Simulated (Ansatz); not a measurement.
# Si: the cost of one run

Program: Ansatz 0.2.0. Level of theory: DFT PBE, scalar-relativistic, plane waves, PAW. These are calculated values, not measurements.

2 further runs of the same task are left out: 2 set aside as unsound or not needed.

### Step 1. The starting structure

The structure is trigonal, space group R-3 (No. 148). Conventional cell: a = 9.444 Å, b = 9.444 Å, c = 5.663 Å, α = 90.00°, β = 90.00°, γ = 120.00°. Si (site symmetry 1) is surrounded by 4 Si at 2.36 to 2.39 Å. Si (site symmetry 3) has 4 Si at 2.38 to 2.42 Å as nearest neighbours.

Coordinates:

```
Si
1.0
     4.72207    2.72629    1.88753
    -4.72207    2.72629    1.88753
     0.00000   -5.45257    1.88753
Si
8
Direct
  0.01983 0.71792 0.52171
  0.98017 0.28208 0.47829
  0.71400 0.71400 0.71400
  0.28208 0.47829 0.98017
  0.47829 0.98017 0.28208
  0.71792 0.52171 0.01983
  0.28600 0.28600 0.28600
  0.52171 0.01983 0.71792
```

It goes back to an entry of the Materials Project, which need not be the stable form.

This cell was relaxed beforehand with the same method: volume 18.22 Å³/atom, gap on the mesh none (metal).

### Step 2. Zero of the scan

The input, input.yaml:

```yaml
crystal:
  lattice:
    - [4.722068071, 2.7262872719, 1.8875297745]
    - [-4.722068071, 2.7262872719, 1.8875297745]
    - [0.0, -5.4525745439, 1.8875297745]
  atoms:
    - { symbol: Si, position: [0.0198308878, 0.717921295, 0.5217069398] }
    - { symbol: Si, position: [0.9801691122, 0.282078705, 0.4782930602] }
    - { symbol: Si, position: [0.713996324, 0.713996324, 0.713996324] }
    - { symbol: Si, position: [0.282078705, 0.4782930602, 0.9801691122] }
    - { symbol: Si, position: [0.4782930602, 0.9801691122, 0.282078705] }
    - { symbol: Si, position: [0.717921295, 0.5217069398, 0.0198308878] }
    - { symbol: Si, position: [0.286003676, 0.286003676, 0.286003676] }
    - { symbol: Si, position: [0.5217069398, 0.0198308878, 0.717921295] }
basis:
  ecutwfc: 420
kpoints:
  mp_grid: { grid: [6, 6, 6] }
hamiltonian:
  xc: pbe
scf:
  occupations: { method: gaussian, width: 0.15 }
output:
  forces: true
  stress: true
  eigenvalues: true
  write_density: true
  write_potential: true
  elf: true
  volumetric_format: npy
```

Launch:

```sh
> ansatz run input.yaml --threads 2 --pin off --max-ram 5120MiB --backend cpu --events-out ev --progress --plain --runs-dir out
```

**Question.** How long does this run take on 2 threads of Intel Xeon Platinum 8559C (Emerald Rapids), shared host, and how much memory does it need?

About 4.7 s, with a peak of 0.5 GiB.
